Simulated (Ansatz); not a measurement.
Method: DFT PBE, scalar-relativistic, plane waves, PAW in Ansatz. All cells share a 420 eV cutoff and Γ-centred k meshes spaced at most about 0.3 Å⁻¹ (about 0.25 or finer for metals, 2π included). No spin polarisation in the final relaxations.

Temperature and zero-point effects are left out.

Compare these two cells of Al₂Cu, each relaxed at this level.

A.

```
CELL_PARAMETERS angstrom
2.78710 0.00000 0.00000
-1.39355 2.41370 0.00000
0.00000 0.00000 13.23978
ATOMIC_POSITIONS crystal
Al 0.33333 0.66667 0.22806
Al 0.33333 0.66667 0.59210
Al 0.66667 0.33333 0.40790
Al 0.66667 0.33333 0.77194
Cu 0.33333 0.66667 0.92400
Cu 0.66667 0.33333 0.07600
```

B.

```
CELL_PARAMETERS angstrom
2.79517 0.00000 0.00000
-1.39758 2.42069 0.00000
0.00000 0.00000 13.04964
ATOMIC_POSITIONS crystal
Al 0.33333 0.66667 0.00000
Al 0.66667 0.33333 0.81476
Al 0.66667 0.33333 0.18524
Al 0.66667 0.33333 0.50000
Cu 0.33333 0.66667 0.65546
Cu 0.33333 0.66667 0.34454
```

Problem. Which placement of the atoms is lower in energy, and by how much?

Solution. B is lower, by 49 meV/atom. The two share one framework of sites and differ in which element sits where. A has Al and Cu ordered on hcp sites, space group P-3m1 (No. 164), 14.8 Å³/atom and no gap on its mesh; B has Al and Cu ordered on hcp sites, space group P-6m2 (No. 187), 14.7 Å³/atom and no gap. Counting all near atoms (those within 1.25 times the shortest distance at each site), A and B both have Al 12, Cu 12. Both come from invented guesses. A third cell relaxed alike, in P-3m1, lies 45 meV/atom below the lower of the two. The part of the Crystallography Open Database at hand lists Al2Cu in space group No. 140, which no cell shown has.

Cells relaxed within their symmetry can be saddle points.
